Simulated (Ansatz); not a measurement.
BaTiO3:

```
CELL_PARAMETERS angstrom
4.00730 0.00000 0.00000
0.00000 4.00730 0.00000
0.00000 0.00000 4.00730
ATOMIC_POSITIONS crystal
Ba 0.50903 0.45529 0.50668
Ti 0.94374 0.06998 0.95431
O 0.52053 0.00683 0.05543
O 0.01265 0.49197 0.05272
O 0.01405 0.97593 0.43085
```

The cell isn't the ideal one: all atoms moved at random, sigma 0.15 Å a component.

Base run:

- Program: Ansatz 0.2.0
- Functional: r2SCAN
- Potentials or basis: Ansatz PAW
- Cutoff: 500 eV (not typed: the program's choice for these potentials)
- k mesh: 7 × 7 × 7
- Occupations: fermi-dirac, width 0.05 eV
- Spin: no spin polarisation
- Hubbard terms: Ti d U = 2 eV

Its results: band gap on the k mesh 3.31 eV, indirect (least direct gap 3.48 eV); pressure 9.8 GPa; largest force 4.733 eV/Å.

**Question.** The run is repeated on the same cell with these changes: hubbard terms from Ti d U = 2 eV to Ti d U = 1 eV. What comes out?

**Answer.** Band gap on the k mesh 3.23 eV, indirect (least direct gap 3.40 eV); pressure 9.4 GPa; largest force 4.600 eV/Å.

Caveats: odd divisions of the mesh miss points on the zone boundary, where band edges often lie, so the gap on the mesh can be too wide; spin-orbit coupling is left out, which moves the levels of the heavy elements; the PAW data sets come from PBE, with cores solved anew for the run's functional, which leaves a small shift of forces and pressure; forces of over 1 eV/Å show positions far from the minimum, so gaps and moduli don't describe the material at rest; the density of states is complete only up to the lowest level of the last band computed.

A k mesh can miss the band edges.
